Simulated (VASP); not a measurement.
Crystal: In.

```
CELL_PARAMETERS angstrom
-1.62547 1.62547 2.47370
1.62547 -1.62547 2.47370
1.62547 1.62547 -2.47370
ATOMIC_POSITIONS crystal
In 0.00000 0.00000 0.00000
```

```yaml
Program: VASP 6.6.1
Task: relaxation of cell and atoms
Functional: PBE
Potentials_or_basis: VASP PAW PBE potentials, release 64 (In_d)
Cutoff: 520 eV
k_mesh: 19 × 19 × 19
Occupations: gaussian, width 0.1 eV
Spin: no spin polarisation
```

At the start: pressure 2.0 GPa; volume 26.14 Å³/atom.

Q: Where does the relaxation end?

A: Over 10 steps the energy falls by 8.4 meV/atom and the volume is 27.53 Å³/atom (+5.3 %); space group I4/mmm (No. 139, to 0.05 Å).

The path:
```
step  energy change (eV)  largest force (eV/Å)  pressure (GPa)  volume (Å³)
   1              0.0000                0.0000            2.00        26.14
   2             -0.0081                0.0000            0.08        27.40
   3             -0.0081                0.0000            0.05        27.46
   4             -0.0081                0.0000           -0.11        27.58
   5             -0.0081                0.0000           -0.01        27.50
   6             -0.0082                0.0000            0.00        27.50
   7             -0.0083                0.0000           -0.02        27.51
   8             -0.0084                0.0000           -0.08        27.53
   9             -0.0084                0.0000           -0.03        27.53
  10             -0.0084                0.0000           -0.03        27.53
```

Final structure:
```yaml
crystal:
  lattice:
    - [-1.66530, 1.66530, 2.48155]
    - [1.66530, -1.66530, 2.48155]
    - [1.66530, 1.66530, -2.48155]
  atoms:
    - { symbol: In, position: [0.00000, 0.00000, 0.00000] }
```
